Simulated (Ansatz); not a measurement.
Gd:

```
Gd
1.0
     1.82486    1.05358    8.90239
    -1.82486    1.05358    8.90239
     0.00000   -2.10716    8.90239
Gd
3
Direct
  0.77709 0.77709 0.77709
  0.22291 0.22291 0.22291
  0.00000 0.00000 0.00000
```

This isn't the form of Gd at room conditions, which is hcp.

```yaml
Program: Ansatz 0.2.0
Task: single point
Functional: PBE
Potentials_or_basis: Ansatz PAW
Cutoff: "420 eV (not typed: the program's choice for these potentials)"
k_mesh: 9 × 9 × 9
Occupations: fermi-dirac, width 0.05 eV
Spin: collinear spin, ferromagnetic start
Starting_moments: "[7.0, 7.0, 7.0] μB"
```

On this cell: pressure -0.6 GPa; largest force 0.114 eV/Å; net moment 22.82 μB per cell; site moments Gd +7.33, +7.34 μB; band gap on the k mesh none (metal or under the smearing width).

The same run follows on a disturbed copy (atoms moved at random, drawn with an rms of 0.05 Å):

```
Gd
1.0
     1.82486    1.05358    8.90239
    -1.82486    1.05358    8.90239
     0.00000   -2.10716    8.90239
Gd
3
Direct
  0.77182 0.78230 0.77881
  0.22875 0.22398 0.21303
  0.99208 0.01185 0.99818
```

Q: What does the disturbed cell give?

A: The energy (extrapolated to zero smearing) moves by -0.6 meV/atom; pressure -0.6 GPa; largest force 0.076 eV/Å; net moment 22.79 μB per cell; site moments Gd +7.32, +7.33 μB; band gap on the k mesh none (metal or under the smearing width).

Forces in eV/Å, atoms in the order of the input:
```
Gd   0.005  0.019  0.073
Gd  -0.030 -0.022 -0.019
Gd   0.025  0.003 -0.054
```

Stress tensor (GPa, compression positive):
```
-0.41  0.04 -0.02
 0.04 -0.51 -0.02
-0.02 -0.02 -0.97
```

Caveats: spin-orbit coupling is left out, which moves the levels of the heavy elements.
